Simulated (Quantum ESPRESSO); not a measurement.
# Pb under changes of volume

One of the cells (31.034 Å³/atom); the others are scaled copies at fixed shape and fractional positions:

```
Pb
1.0
    -1.97966    1.97966    1.97966
     1.97966   -1.97966    1.97966
     1.97966    1.97966   -1.97966
Pb
1
Direct
  0.00000 0.00000 0.00000
```

This isn't the form of Pb at room conditions, which is fcc.

```yaml
Program: Quantum ESPRESSO 7.5
Functional: LDA
Potentials_or_basis: GBRV 1.5 LDA
Cutoff: 612 eV
Density_cutoff: 4898 eV
k_mesh: 9 × 9 × 9
Occupations: fermi-dirac, width 0.05 eV
Spin: no spin polarisation
```

```csv
volume (Å³/atom),energy over the lowest point (meV/atom),pressure (GPa)
29.172,0.00,-1.1
29.792,5.97,-2.1
30.413,15.39,-2.9
31.034,28.12,-3.6
31.654,43.51,-4.2
32.275,61.21,-4.8
32.896,?,?
```

Problem. What does the run at 32.896 Å³/atom give?

Solution. Energy over the lowest point 80.67 meV/atom; pressure -5.2 GPa.

Worked out: A Birch-Murnaghan fit of order 3 (a polynomial in V^(-2/3)) to the other rows has its minimum at 28.62 Å³/atom, just outside them, with B0 = V·E''(V) = 56 GPa and B' = 5.4. It gives 80.99 meV/atom at 32.896 Å³/atom, against the run's 80.67, and -dE/dV = -5.3 GPa, against -5.2.

Energies are extrapolated to zero smearing.
